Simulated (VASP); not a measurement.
A run of VASP 6.6.1:

Contents of INCAR:

```
SYSTEM = Nb
PREC = Accurate
ENCUT = 520
EDIFF = 1E-6
ISMEAR = 0
SIGMA = 0.15
LREAL = .FALSE.
LASPH = .TRUE.
NELM = 100
ALGO = Fast
ISIF = 2
LWAVE = .FALSE.
LCHARG = .TRUE.
GGA = CA
LELF = .TRUE.
LVHAR = .TRUE.
NBANDS = 12
```

The input KPOINTS:

```
regular mesh
0
G
  22 22 22
  0 0 0
```

Contents of POSCAR:

```
Nb
1.0
   -1.4824855499      1.4824855499      2.0962345675
    1.4824855499     -1.4824855499      2.0962345675
    1.4824855499      1.4824855499     -2.0962345675
Nb
1
Direct
    0.0000000000      0.0000000000      0.0000000000
```

Potentials or basis: VASP PAW LDA potentials, release 64 (Nb_sv).

Launch:

```console
$ cat potpaw_LDA.64/Nb_sv/POTCAR > POTCAR
$ mpirun -np 1 vasp_std > vasp.out
```

Hardware: 1 thread of Intel(R) Xeon(R) Platinum 8488C (Sapphire Rapids) (shared host).

Question: How long does it take, and how much memory?

Answer: Run time: 2.7 min on 1 thread of Intel(R) Xeon(R) Platinum 8488C (Sapphire Rapids), on a shared host, peak memory 0.28 GiB. Counts: scf iterations 22, k points 834.
